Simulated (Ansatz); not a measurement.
# Pnnm (COD entry) AlH3, size series (2880 atoms): a single point, part 2 of 2

Wanted: forces, charges and levels of Pnnm (COD entry) AlH3, size series (2880 atoms).

Ansatz 0.2.0; Kohn-Sham DFT, PBE, PAW (set soft_2), localised support functions (medium).

The cell: 720 Al and 2160 H. Sampling is at Γ alone, for a cell whose shortest periodic width is 29 Å.

So far. Step 4 (Truncated density matrix): Forces differ from the reference by 0.17 meV/Å r.m.s., 0.046 % of their size.

## 5. Support functions low

The support functions are set to the level low, against medium in the reference.

This step: Kohn-Sham DFT, PBE, PAW (set soft_2), localised support functions (low) (Ansatz 0.2.0).

Contents of input.yaml:

```yaml
crystal:
  lattice:
    - [32.2836, 0.0, 0.0]
    - [0.0, 29.422, 0.0]
    - [0.0, 0.0, 28.8755]
  atoms:
    [... the 2880 atom lines of step 2 ...]
kpoints:
  mp_grid: { grid: [1, 1, 1] }
hamiltonian:
  xc: pbe
scf:
  occupations: { method: gaussian, width: 0.025 }
  eigensolver: { kind: { support_functions: { accuracy: low } } }
  max_iter: 150
output:
  forces: true
```

Launch:

```console
$ ansatz run input.yaml --threads 32 --pin off --max-ram 143360MiB --backend cuda --events-out ev --progress --plain --runs-dir out
```

Numbers of over 12 decimals in the logs are rounded to 6 here.

Output:

```text
[...]
GPU FFT provider: cuFFT
GPU libraries: cuBLAS 13.8.1, cuFFT 12.4.0, cuSOLVER 12.3.2
[...]
Crystal: 2880 atoms, lattice volume = 27427.338 Å³
Basis set: ecut = 420 eV, 535905 PW (Γ), exchange–correlation on 432×400×400 points (8 copies of the dense FFT grid, shifted against one another)
Bands: 2592, of which v1, the nominal top of the filled ones, is band 2160 counted from 1 (2159 counted from 0)
Symmetry: 1 space group operations
k-points: 1
[...]
GPU buffer pool allocated for 8640000 grid points (all kernels)
Eigensolver: Support functions (low, 144×144×144 points, laid for a spacing of at most 0.237286 Å, radius 3.371058 Å, 2 species' potentials softened for the grid, 2 wholly corrected for its errors in the mean over positions, 2 with the egg-box correction, energy correction by stochastic trace)
[...]
SCF iter   1: F=—  HF=-421005.271681 eV  |F-HF|=—  |Δ(HF+E_count)|=         —  Δρ=9.06e-2  dr2=1.83e3  ethr=1.00e-1
[...]
SCF iter   8: F=—  HF=-421182.055470 eV  |F-HF|=—  |Δ(HF+E_count)|=   1.59e-1  Δρ=1.69e-5  dr2=7.44e-5  ethr=4.36e-8  κ⁻¹=2.3e-7(r=6)
SCF iter   9: F=-421182.147034 eV  HF=-421182.147014 eV  |F-HF|=2.00e-5  |Δ(HF+E_count)|=   9.15e-2  Δρ=8.11e-6  dr2=2.51e-5  ethr=1.72e-9
SCF 1 converged in 9 iterations: F = -421182.665372 eV  dr2 = 2.51e-5
[...]
SCF converged after 9 iterations
[...]
Free energy (F): -421182.665372 eV
[...]
Internal energy: -421182.665372 eV  (E = F + TS)
E sigma→0 (E₀):  -421182.665372 eV
Fermi energy:    2.297362 eV
[...]
Σ components = -421182.665372   (vs F -421182.665372, Δ=0.00e0)
--- Forces (eV/Å), atoms counted from 1 ---
[... 2880 lines of forces left out ...]
  max |Σ_I F_I| component: 6.42e-2 eV/Å
--- Band table (eV) ---
[... left out ...]
  guard bands above this table: 375 of the run's 2592 bands (output.publish_guard_bands: true publishes all)
```

It took 12 s on 1 × NVIDIA GB200 with 32 threads of Arm Neoverse V2, shared host; peak memory 5.2 GiB.

That memory is the host's; the program planned up to 23.8 GiB on the GPU.

Notices of the run: band edge not converged.

Forces differ from the reference by 0.19 meV/Å r.m.s., 0.052 % of their size.

## 6. Functional r2SCAN

The meta-GGA r2SCAN uses the kinetic energy density as well as the density and its gradient.

This step: Kohn-Sham DFT, r2SCAN, PAW (set soft_2), localised support functions (medium) (Ansatz 0.2.0).

input.yaml, the sections that differ from step 5:

```yaml
hamiltonian:
  xc: r2scan
scf:
  occupations: { method: gaussian, width: 0.025 }
  eigensolver: { kind: { support_functions: { accuracy: medium } } }
  max_iter: 150
# crystal, kpoints, output: as in step 5
```

Output:

```text
[...]
GPU FFT provider: cuFFT
GPU libraries: cuBLAS 13.8.1, cuFFT 12.4.0, cuSOLVER 12.3.2
[...]
Crystal: 2880 atoms, lattice volume = 27427.338 Å³
Basis set: ecut = 500 eV, 696375 PW (Γ), exchange–correlation on 720×648×648 points (27 copies of the dense FFT grid, shifted against one another)
Bands: 2592, of which v1, the nominal top of the filled ones, is band 2160 counted from 1 (2159 counted from 0)
Symmetry: 1 space group operations
k-points: 1
[...]
GPU buffer pool allocated for 11197440 grid points (all kernels)
Eigensolver: Support functions (medium, 180×162×150 points, laid for a spacing of at most 0.194978 Å, radius 3.665622 Å, 1 species' potentials softened for the grid, 2 wholly corrected for its errors in the mean over positions, 0 with the egg-box correction, energy correction by stochastic trace)
[...]
SCF iter   1: F=—  HF=-423025.453270 eV  |F-HF|=—  |Δ(HF+E_count)|=         —  Δρ=9.06e-2  dr2=1.82e3  dr2_τ=1.74e1  ethr=1.00e-1
[...]
SCF iter   9: F=—  HF=-423579.732614 eV  |F-HF|=—  |Δ(HF+E_count)|=   2.22e-2  Δρ=6.73e-6  dr2=2.17e-5  dr2_τ=2.81e-7  ethr=4.36e-9  κ⁻¹=7.3e-8(r=6)
SCF iter  10: F=-423579.748536 eV  HF=-423579.748535 eV  |F-HF|=1.34e-6  |Δ(HF+E_count)|=   1.59e-2  Δρ=2.30e-6  dr2=1.64e-6  dr2_τ=6.69e-9  ethr=5.03e-10
SCF 1 converged in 10 iterations: F = -423579.910931 eV  dr2 = 1.64e-6
[...]
SCF converged after 10 iterations
[...]
Free energy (F): -423579.910931 eV
[...]
Internal energy: -423579.910931 eV  (E = F + TS)
E sigma→0 (E₀):  -423579.910931 eV
Fermi energy:    2.267242 eV
[...]
Σ components = -423579.910931   (vs F -423579.910931, Δ=0.00e0)
--- Forces (eV/Å), atoms counted from 1 ---
[... 2880 lines of forces left out ...]
  max |Σ_I F_I| component: 2.30e-2 eV/Å
--- Band table (eV) ---
[... left out ...]
[...]
```

It took 18 s on 1 × NVIDIA GB200 with 32 threads; peak memory 8.3 GiB; 57 s of CPU time.

That memory is the host's; the program planned up to 36 GiB on the GPU.

Forces differ from the reference by 55 meV/Å r.m.s., 15 % of their size; the gap by +0.56 eV.

## 7. Support functions high

The support functions are set to the level high, against medium in the reference.

This step: Kohn-Sham DFT, PBE, PAW (set soft_2), localised support functions (high) (Ansatz 0.2.0).

input.yaml, the sections that differ from step 6:

```yaml
hamiltonian:
  xc: pbe
scf:
  occupations: { method: gaussian, width: 0.025 }
  eigensolver: { kind: { support_functions: { accuracy: high } } }
  max_iter: 150
# crystal, kpoints, output: as in step 6
```

Output:

```text
[...]
GPU FFT provider: cuFFT
GPU libraries: cuBLAS 13.8.1, cuFFT 12.4.0, cuSOLVER 12.3.2
[...]
Crystal: 2880 atoms, lattice volume = 27427.338 Å³
Basis set: ecut = 420 eV, 535905 PW (Γ), exchange–correlation on 450×432×400 points (8 copies of the dense FFT grid, shifted against one another)
Bands: 2592, of which v1, the nominal top of the filled ones, is band 2160 counted from 1 (2159 counted from 0)
Symmetry: 1 space group operations
k-points: 1
[...]
GPU buffer pool allocated for 9720000 grid points (all kernels)
Eigensolver: Support functions (high, 180×162×150 points, laid for a spacing of at most 0.192795 Å, radius 4.034539 Å, 1 species' potentials softened for the grid, 2 wholly corrected for its errors in the mean over positions, 2 with the egg-box correction, energy correction by stochastic trace)
[...]
SCF iter   1: F=—  HF=-421000.761508 eV  |F-HF|=—  |Δ(HF+E_count)|=         —  Δρ=9.07e-2  dr2=1.83e3  ethr=1.00e-1
[...]
SCF iter  11: F=—  HF=-421182.620033 eV  |F-HF|=—  |Δ(HF+E_count)|=   2.88e-3  Δρ=1.61e-6  dr2=8.00e-7  ethr=2.44e-10  κ⁻¹=1.3e-9(r=7)
SCF iter  12: F=-421182.626681 eV  HF=-421182.626681 eV  |F-HF|=1.28e-7  |Δ(HF+E_count)|=   6.65e-3  Δρ=7.36e-7  dr2=1.67e-7  ethr=1.85e-11
SCF 1 converged in 12 iterations: F = -421182.671957 eV  dr2 = 1.67e-7
[...]
SCF converged after 12 iterations
[...]
Free energy (F): -421182.671957 eV
[...]
Internal energy: -421182.671957 eV  (E = F + TS)
E sigma→0 (E₀):  -421182.671957 eV
Fermi energy:    2.295678 eV
[...]
Σ components = -421182.671957   (vs F -421182.671957, Δ=0.00e0)
--- Forces (eV/Å), atoms counted from 1 ---
[... 2880 lines of forces left out ...]
  max |Σ_I F_I| component: 2.09e-3 eV/Å
--- Band table (eV) ---
[... left out ...]
[...]
```

It took 20 s on 1 × NVIDIA GB200 with 32 threads; peak memory 7.3 GiB; 61 s of CPU time.

That memory is the host's; the program planned up to 38.7 GiB on the GPU.

Forces differ from the reference by 0.15 meV/Å r.m.s., 0.042 % of their size.

## 8. What each setting buys

Differences are against the support-function reference (Kohn-Sham DFT, PBE, PAW (set soft_2), localised support functions (medium)), whose r.m.s. force component is 0.361 eV/Å. Energies are set beside the reference only for runs with its functional, potentials and electron count. Times are for 1 × NVIDIA GB200 with 32 threads of Arm Neoverse V2, shared host. The reference's time includes the DOS, the stress and grids, which some other runs skip.

```
                     run  Δ force, r.m.s. (meV/Å)  share of r.m.s. force (%)  Δ energy (meV/atom)  Δ gap (eV)  cycles  time  host memory (GiB)  planned on the GPU (GiB)
               reference                        -                          -                    -           -      11  32 s                8.3                        25
truncated density matrix                    0.165                     0.0456               1.0e-4           -      11  14 s                5.1                        32
   support functions low                     0.19                     0.0525               3.0e-4      0.0026       9  12 s                5.2                        24
       functional r2SCAN                     55.2                       15.3                    -       0.556      10  18 s                8.3                        36
  support functions high                    0.151                     0.0419               -0.002      4.0e-4      12  20 s                7.3                        39
```

## 9. Outcome

```
free energy per atom                             : -146.2440 eV/atom
density                                          : 1.308 g/cm³
pressure                                         : 0.1795 GPa
r.m.s. force component                           : 0.3615 eV/Å
gap (highest filled to lowest empty level) : 3.122 eV
wall time of the 5 DFT runs                      : 96 s
```

In words: Between filled and empty levels lie 3.12 eV (at Γ alone); a semilocal functional tends to put such gaps too low. By these cutoffs all Al atoms have 6 and all H atoms have 2 bonded neighbours.

The change to functional r2SCAN moves the forces by 55 meV/Å r.m.s. (15 %). Among numerical settings the shift of the forces runs from 0.15 meV/Å (support functions high) to 0.19 meV/Å (support functions low).

**Limits.** The geometry starts from published positions and isn't relaxed at this level: its force components are 0.36 eV/Å r.m.s. The stress is far from hydrostatic: its diagonal is -1.1, 4.2, -2.5 GPa, compression counted positive.

[Logs are printed without paths, hosts, clocks, repeated set-up lines and the standing remarks that a program may print on its own settings, such as how far it seeks lower states.]

[Hosts, paths, dates, database ids (printed as entryN), source tags and the programs' standing remarks are cut or masked in the printed files.]
